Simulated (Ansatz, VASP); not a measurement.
B3As2 in VASP and in Ansatz

```
B As
1.0
     4.14375    0.00000    0.00000
     0.00000    4.14375    0.00000
     0.00000    0.00000    4.14375
B As
3 2
Direct
  0.50000 0.00000 0.00000
  0.00000 0.50000 0.00000
  0.00000 0.00000 0.50000
  0.50000 0.50000 0.50000
  0.00000 0.00000 0.00000
```

Change from the starting cell: species swapped into the Tl2F3 type (Pm-3m, No. 221).

Alike in both runs: task relaxation of cell and atoms; functional PBE; k mesh 10 × 10 × 10; occupations gaussian, width 0.1 eV; no spin polarisation.

|  | VASP | Ansatz |
| --- | --- | --- |
| version | VASP 6.6.1 | Ansatz 0.2.0 |
| potentials or method | VASP PAW PBE potentials, release 64 (B, As) | scalar-relativistic, plane waves, PAW |
| plane-wave cutoff (eV) | 600 | 420 |
| valence electrons in the cell | 19 | 39 |

|  | VASP | Ansatz | Ansatz less VASP |
| --- | --- | --- | --- |
| gap on the k mesh at the Fermi level, each at its own relaxed structure (eV) | none | none | - |
| relaxed volume (Å³/atom) | 14.15 | 14.08 | -0.065 |
| relaxed cell length with the largest relative difference (Å) | 4.136 | 4.130 | -0.0063 |

A gap of «none» marks a metal or a gap that the smearing closes. The two sets of potentials don't hold the same shells in valence.
